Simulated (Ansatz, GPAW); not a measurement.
Equation of state of WC under LDA

Symmetry: Fm-3m, No. 225, cubic system. Conventional cell: a = 4.385 Å, b = 4.385 Å, c = 4.385 Å, α = 90.00°, β = 90.00°, γ = 90.00°. W (site symmetry m-3m) is surrounded by 6 C at 2.19 Å. C (site symmetry m-3m) has 6 W at 2.19 Å as nearest neighbours.

The cell is a database's computed one, not the measured one.

The cell was scaled at fixed shape and fractions and run with Ansatz, Ansatz PAW, cutoff 420 eV; LDA, k mesh 10 × 10 × 10 on the cell of 2 atoms, fermi-dirac occupations of 0.05 eV, no spin polarisation, no spin-orbit coupling. The potentials were made for PBE. Energies are those that the program minimises, any entropy of the smearing included. For a metal such a mesh isn't converged to the digits shown.

```tsv
V (Å³/atom)	energy over the lowest row (meV/atom)
9.9096	4.17
10.1204	0.00
10.3313	6.82
10.5421	23.46
10.7530	48.94
10.9638	?
11.1747	122.58
```

**Question.** Fit the third-order Birch-Murnaghan form, give V0, B0 and B′, and predict the energy left open.

**Answer.** With y = (V0/V)^(2/3), E = E0 + (9 V0 B0/16) [(y - 1)³ B′ + (y - 1)² (6 - 4y)]. Least squares through the rows shown give V0 = 10.0913 Å³/atom, E0 = -0.11 meV, B0 = 406.0 GPa (1 eV/Å³ = 160.218 GPa) and B′ = 4.38, with a largest miss of 0.04 meV. At V = 10.9638 the form with these constants gives 82.26 meV; the run gave 82.22 meV an atom. Other set-ups at this level, from all their volumes (Å³/atom, GPa): GPAW, the program's PAW data sets (release 1.2.1) made for this functional: V0 10.047, B0 406.6; Ansatz, all-electron LAPW, scalar-relativistic: V0 10.090, B0 404.3.
